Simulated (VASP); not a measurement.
# Ge in VASP: single point with PBE+D3(BJ)

Aim: the single point of Ge with PBE+D3(BJ).

Program: VASP 6.6.1. These are calculated values, not measurements. Logs are shortened: lines on timing, memory, paths and dates and some standing lists are left out, and cuts for length are marked.

### 1 Starting point

The cell holds a slab with vacuum, 2 atoms: a = 3.947 Å, b = 3.947 Å, c = 24.080 Å, α = 90.00°, β = 90.00°, γ = 120.00°.

The cell was built by a generator and needn't be a form met in nature.

### 2 Single point, PBE+D3(BJ)

File INCAR:

```
SYSTEM = Ge
PREC = Accurate
ENCUT = 520
EDIFF = 1E-7
ISMEAR = 0
SIGMA = 0.04
LREAL = .False.
LASPH = .True.
NELM = 100
ALGO = Normal
ISIF = 2
LWAVE = .False.
LCHARG = .False.
LDIPOL = .True.
IDIPOL = 3
DIPOL = 0.5 0.5 0.664
GGA = PE
IVDW = 12
NBANDS = 21
```

File KPOINTS:

```
regular mesh
0
Gamma
  12 12 1
  0 0 0
```

File POSCAR:

```
Ge
1.0
    3.9474319337      0.0000000000      0.0000000000
   -1.9737159669      3.4185763343      0.0000000000
    0.0000000000      0.0000000000     24.0800000000
Ge
2
Direct
    0.0000000000      0.0000000000      0.6492551787
    0.3333333333      0.6666666667      0.6794418623
```

Potentials or basis: VASP PAW PBE potentials, release 64 (Ge_d).

Command:

```console
> cat potpaw_PBE.64/Ge_d/POTCAR > POTCAR
> mpirun -np 1 vasp_std > vasp.out
```

OUTCAR:

```text
SYSTEM = Ge
   PREC = Accurate
   ENCUT = 520
   EDIFF = 1E-7
   ISMEAR = 0
   LREAL = .False.
   LASPH = .True.
   NELM = 100
   ISIF = 2
   GGA = PE
   IVDW = 12
 IVDW          = 12

 ion  position               nearest neighbor table
   1  0.000  0.000  0.649-   2 2.39   2 2.39   2 2.39
   2  0.333  0.667  0.679-   1 2.39   1 2.39   1 2.39

  LATTYP: Found a hexagonal cell.
 ALAT       =     3.9474319337
 C/A-ratio  =     6.1001685157

  Lattice vectors:

 A1 = (   3.9474319337,   0.0000000000,   0.0000000000)
 A2 = (  -1.9737159669,   3.4185763343,   0.0000000000)
 A3 = (   0.0000000000,   0.0000000000,  24.0800000000)

Analysis of symmetry for initial positions (statically):
=====================================================================
 Subroutine PRICEL returns:
 Original cell was already a primitive cell.

 Routine SETGRP: Setting up the symmetry group for a
 hexagonal supercell.

 Subroutine GETGRP returns: Found 12 space group operations
 (whereof  6 operations were pure point group operations)
 out of a pool of 24 trial point group operations.

The static configuration has the point symmetry C_3v.
 The point group associated with its full space group is D_3d.

Analysis of symmetry for dynamics (positions and initial velocities):
=====================================================================
 Subroutine PRICEL returns:
 Original cell was already a primitive cell.

 Routine SETGRP: Setting up the symmetry group for a
 hexagonal supercell.

 Subroutine GETGRP returns: Found 12 space group operations
 (whereof  6 operations were pure point group operations)
 out of a pool of 24 trial point group operations.

The dynamic configuration has the point symmetry C_3v.
 The point group associated with its full space group is D_3d.

 Subroutine INISYM returns: Found 12 space group operations
 (whereof  6 operations are pure point group operations),
 and found     1 'primitive' translations

----------------------------------------------------------------------------------------

                                     Primitive cell

  volume of cell :     324.9499

  direct lattice vectors                    reciprocal lattice vectors
     3.947431934  0.000000000  0.000000000     0.253329257  0.146259715  0.000000000
    -1.973715967  3.418576334  0.000000000     0.000000000  0.292519430  0.000000000
     0.000000000  0.000000000 24.080000000     0.000000000  0.000000000  0.041528239

  length of vectors
     3.947431934  3.947431934 24.080000000     0.292519430  0.292519430  0.041528239

  position of ions in fractional coordinates (direct lattice)
     0.000000000  0.000000000  0.649255179
     0.333333333  0.666666667  0.679441862

  ion indices of the primitive-cell ions
   primitive index   ion index
                 1           1
                 2           2

----------------------------------------------------------------------------------------

 KPOINTS: regular mesh

Automatic generation of k-mesh.
 Grid dimensions read from file:
 generate k-points for:   12   12    1

 Generating k-lattice:

  Cartesian coordinates                     Fractional coordinates (reciprocal lattice)
     0.021110771  0.012188310  0.000000000     0.083333333  0.000000000  0.000000000
     0.000000000  0.024376619  0.000000000     0.000000000  0.083333333  0.000000000
     0.000000000  0.000000000  0.041528239     0.000000000  0.000000000  1.000000000

  Length of vectors
     0.024376619  0.024376619  0.041528239

  Shift w.r.t. Gamma in fractional coordinates (k-lattice)
     0.000000000  0.000000000  0.000000000

 Subroutine IBZKPT returns following result:
 ===========================================

 Found     19 irreducible k-points:

 Following reciprocal coordinates:
            Coordinates               Weight
  0.000000  0.000000  0.000000      1.000000
  0.083333  0.000000  0.000000      6.000000
  0.166667 -0.000000  0.000000      6.000000
  0.250000  0.000000  0.000000      6.000000
  0.333333 -0.000000  0.000000      6.000000
  0.416667 -0.000000  0.000000      6.000000
[... 11 lines left out ...]
  0.333333  0.250000  0.000000     12.000000
  0.333333  0.333333  0.000000      2.000000
   k-points           NKPTS =     19   k-points in BZ     NKDIM =     19   number of bands    NBANDS=     21
   number of dos      NEDOS =    301   number of ions     NIONS =      2
   total plane-waves  NPLWV = 162000
   dimension x,y,z NGX =    30 NGY =   30 NGZ =  180
   dimension x,y,z NGXF=    60 NGYF=   60 NGZF=  360
   ions per type =               2
   NGX,Y,Z   is equivalent  to a cutoff of  12.63, 12.63, 12.43 a.u.
   NGXF,Y,Z  is equivalent  to a cutoff of  25.27, 25.27, 24.85 a.u.
 SYSTEM =  Ge
   PREC   = accura    normal or accurate (medium, high low for compatibility)
   ISTART =      0    job   : 0-new  1-cont  2-samecut
   ICHARG =      2    charge: 1-file 2-atom 10-const
   ISPIN  =      1    spin polarized calculation?
   LNONCOLLINEAR =      F non collinear calculations
   LSORBIT =      F    spin-orbit coupling
   LASPH  =      T    aspherical Exc in radial PAW
   ENCUT  =  520.0 eV  38.22 Ry    6.18 a.u.   7.34  7.34 44.77*2*pi/ulx,y,z
   NELM   =    100;   NELMIN=  2; NELMDL= -5     # of ELM steps
   EDIFF  = 0.1E-06   stopping-criterion for ELM
   LREAL  =      F    real-space projection
   EDIFFG = 0.1E-05   stopping-criterion for IOM
   NSW    =      0    number of steps for IOM
   IBRION =     -1    ionic relax: 0-MD 1-quasi-New 2-CG
   NFREE  =      0    steps in history (QN), initial steepest desc. (CG)
   ISIF   =      2    stress and relaxation
   ISYM   =      2    0-nonsym 1-usesym 2-fastsym
   POTIM  = 0.5000    time-step for ionic-motion
   TEBEG  =    0.0;   TEEND  =   0.0 temperature during run
   PSTRESS=    0.0 pullay stress
   NELECT =      28.0000    total number of electrons
   NUPDOWN=      -1.0000    fix difference up-down
   EMIN   =  10.00;   EMAX   =-10.00  energy-range for DOS
   EFERMI =   0.00;   METHOD = LEGACY
   ISMEAR =     0;   SIGMA  =   0.04  broadening in eV -4-tet -1-fermi 0-gaus
   EFERMI_NEDOS =   21; number of points for ismear=-14 and -15
   IALGO  =     38    algorithm
   IMIX   =      4    mixing-type and parameters
     AMIX     =   0.40;   BMIX     =  1.00
     AMIX_MAG =   1.60;   BMIX_MAG =  1.00
  volume/ion in A,a.u.               =     162.47      1096.44
  Fermi-wavevector in a.u.,A,eV,Ry     =   0.723084  1.366430  7.113811  0.522850
  Thomas-Fermi vector in A             =   1.813211
   LORBIT       =      0    0 simple, 1 ext, 2 COOP (PROOUT), +10 PAW based schemes
   GGA     = PE    functional components
   LHFCALC =     F    Hartree Fock is set to
   AEXX    =    0.0000 exact exchange contribution
   IVDW    =    12    specifies the selected vdW correction
   LEPSILON=     F    determine dielectric tensor
   LRPA    =     F    only Hartree local field effects (RPA)
 non-spin polarized calculation
 Gauss-broadening in eV      SIGMA  =   0.04
  energy-cutoff  :      520.00
  volume of cell :      324.95
 maximum number of plane-waves:      8813
 NGX is ok and might be reduce to    30
   NGX = 15   NGY = 15   NGZ = 89

 dipolmoment           0.000000      0.000000      0.000001 electrons x Angstroem

 number of electron      28.0000030 magnetization

 dipolmoment           0.000000      0.000000     -0.000001 electrons x Angstroem

 Free energy of the ion-electron system (eV)
  ---------------------------------------------------
  ext. energy  EPLUGINS =         0.00000000
  ---------------------------------------------------
  free energy    TOTEN  =        -8.04441241 eV

  energy without entropy =       -8.04378553  energy(sigma->0) =       -8.04409897

 E-fermi :  -3.1980     XC(G=0):  -1.9332

 val. band max:       -3.1979570031   @ k =   0.3333   0.3333   0.0000
 cond. band min:      -3.1979552724   @ k =   0.3333   0.3333   0.0000
 fundamental gap:      0.0000017307
 Fermi energy:        -3.1979561378

 k-point     1 :       0.0000    0.0000    0.0000
  band No.  band energies     occupation
      1     -27.6162      2.00000
      2     -27.6162      2.00000
      3     -27.5521      2.00000
      4     -27.5521      2.00000
      5     -27.5365      2.00000
      6     -27.4837      2.00000
[... 13 lines left out ...]
     20       1.2738      0.00000
     21       1.8053      0.00000

 k-point     2 :       0.0833    0.0000    0.0000
  band No.  band energies     occupation
      1     -27.6196      2.00000
      2     -27.6186      2.00000
      3     -27.5570      2.00000
      4     -27.5478      2.00000
      5     -27.5294      2.00000
      6     -27.4789      2.00000
[... 13 lines left out ...]
     20       1.3604      0.00000
     21       1.8712      0.00000

 k-point     3 :       0.1667   -0.0000    0.0000
  band No.  band energies     occupation
      1     -27.6260      2.00000
      2     -27.6235      2.00000
      3     -27.5660      2.00000
      4     -27.5374      2.00000
      5     -27.5180      2.00000
      6     -27.4647      2.00000
[... 13 lines left out ...]
     20       2.0301      0.00000
     21       2.0782      0.00000
[... 337 lines left out ...]
 k-point    18 :       0.3333    0.2500    0.0000
  band No.  band energies     occupation
      1     -27.6519      2.00000
      2     -27.6157      2.00000
      3     -27.6077      2.00000
      4     -27.5005      2.00000
      5     -27.4570      2.00000
      6     -27.4297      2.00000
[... 13 lines left out ...]
     20       4.1745      0.00000
     21       4.3639      0.00000

 k-point    19 :       0.3333    0.3333    0.0000
  band No.  band energies     occupation
      1     -27.6546      2.00000
      2     -27.6120      2.00000
      3     -27.6120      2.00000
      4     -27.4969      2.00000
      5     -27.4397      2.00000
      6     -27.4311      2.00000
[... 13 lines left out ...]
     20       3.9319      0.00000
     21       4.0910      0.00000

------------------------ aborting loop because EDIFF is reached ----------------------------------------

 vacuum level on the upper side and lower side of the slab       (xc-potential included)        -0.007        -0.007

 Edisp (eV)   -0.32020

 E8    (eV) :    -0.1533

  FORCE on cell =-STRESS in cart. coord.  units (eV):
  Direction    XX          YY          ZZ          XY          YZ          ZX
  --------------------------------------------------------------------------------------
  -------------------------------------------------------------------------------------
  Total       1.04541     1.04541    -0.05061    -0.00000     0.00000    -0.00000
  in kB       5.15443     5.15443    -0.24955    -0.00000     0.00000    -0.00000
  external pressure =        3.35 kB  Pullay stress =        0.00 kB

 VOLUME and BASIS-vectors are now :
 -----------------------------------------------------------------------------
  energy-cutoff  :      520.00
  volume of cell :      324.95
      direct lattice vectors                 reciprocal lattice vectors
     3.947431934  0.000000000  0.000000000     0.253329257  0.146259715  0.000000000
    -1.973715967  3.418576334  0.000000000     0.000000000  0.292519430  0.000000000
     0.000000000  0.000000000 24.080000000     0.000000000  0.000000000  0.041528239

 POSITION                                       TOTAL-FORCE (eV/Angst)
 -----------------------------------------------------------------------------------
      0.00000      0.00000     15.63406         0.000000     -0.000000      0.049955
     -0.00000      2.27905     16.36096        -0.000000      0.000000     -0.049955
 -----------------------------------------------------------------------------------
    total drift:                               -0.000000     -0.000000     -0.000234

  FREE ENERGIE OF THE ION-ELECTRON SYSTEM (eV)
  ---------------------------------------------------
  free  energy   TOTEN  =        -8.3646106787 eV

  energy  without entropy=       -8.3639838014  energy(sigma->0) =       -8.36429724

 vacuum level on the upper side and lower side of the slab         1.250         1.250
```

Wall time 100 s (1 thread of AMD EPYC 9R45 (Zen 5), shared host); peak memory 0.43 GiB.

What came out:

* Free energy: -8.3646 eV
* Largest force: 0.050 eV/Å
* Band gap on the k mesh: none (metal or under the smearing width)
* Dispersion energy per atom: -0.160 eV

Forces in eV/Å, atoms in the order of the input:
```
Ge   0.000  0.000  0.050
Ge   0.000  0.000 -0.050
```

Levels at points of the mesh, in eV from the Fermi level:
| k point | band 12 | band 13 | band 14 | band 15 | band 16 | band 17 |
| --- | --- | --- | --- | --- | --- | --- |
| (0.00, 0.00, 0.00) | -3.61 | -0.21 | -0.21 | 1.14 | 2.19 | 4.15 |
| (0.50, 0.00, 0.00) | -7.38 | -1.86 | -1.19 | 0.67 | 1.92 | 5.46 |
